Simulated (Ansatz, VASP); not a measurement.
## Al in VASP and in Ansatz

Contents of INCAR:

```
SYSTEM = Al
PREC     = Accurate       ! precision mode
ENCUT    = 520            ! plane-wave cutoff, eV
EDIFF    = 1E-8           ! SCF threshold, eV
ISMEAR   = -1             ! smearing method
SIGMA    = 0.05           ! smearing width, eV
LREAL    = .False.        ! projectors in reciprocal space
LASPH    = .True.         ! aspherical terms in the spheres
NELM     = 80             ! most SCF steps
ALGO     = Normal         ! electronic algorithm
ISIF     = 2              ! what is computed and relaxed
LWAVE    = .False.        ! write WAVECAR
LCHARG   = .False.        ! write CHGCAR
GGA      = PS             ! functional
LEFG     = .True.       
NBANDS   = 8              ! bands
```

File KPOINTS:

```
Automatic mesh
0
Gamma
  14 14 14
  0 0 0
```

The input POSCAR:

```
Al
1.0
    0.0000000000      2.0506143701      2.0506143701
    2.0506143701      0.0000000000      2.0506143701
    2.0506143701      2.0506143701      0.0000000000
Al
1
Direct
    0.0000000000      0.0000000000      0.0000000000
```

Input for Ansatz:

```yaml
crystal:
  lattice:
    - [0.0, 2.0506143701, 2.0506143701]
    - [2.0506143701, 0.0, 2.0506143701]
    - [2.0506143701, 2.0506143701, 0.0]
  atoms:
    - { symbol: Al, position: [0.0, 0.0, 0.0] }
kpoints:
  mp_grid: { grid: [14, 14, 14] }
scf:
  occupations: { method: fermi_dirac, width: 0.05 }
hamiltonian:
  xc: pbesol
  pseudopotentials: { kind: all_electron, datasets: crystal }
output:
  forces: true
  stress: true
  eigenvalues: true
  efg: { contact_densities: true }
```

Change from the starting cell: volume scaled by 1.04, crystal datasets.

Alike in both runs: task electric field gradients; functional PBEsol; k mesh 14 × 14 × 14; occupations fermi-dirac, width 0.05 eV; no spin polarisation.

```csv
,VASP,Ansatz
version,VASP 6.6.1,Ansatz 0.2.0
potentials or method,"VASP PAW PBE potentials, release 64 (Al)","all-electron PAW with datasets made for the crystal, scalar-relativistic"
plane-wave cutoff (eV),520,see its input
```

VASP gave:

```
pressure (GPa)                                                 : -4.6
Vzz of the field gradient on the site that differs most (V/Å²) : 0.0
```

Question: Estimate Ansatz's values.

Answer: Pressure (GPa): -4.7; Vzz of the field gradient on the site that differs most (V/Å²): 0.0.

Ansatz ran all-electron here, so the differences hold the error of VASP's frozen core and of both bases.

Caveats: the PAW data sets were made with another functional, which shifts forces and pressure a little (VASP).
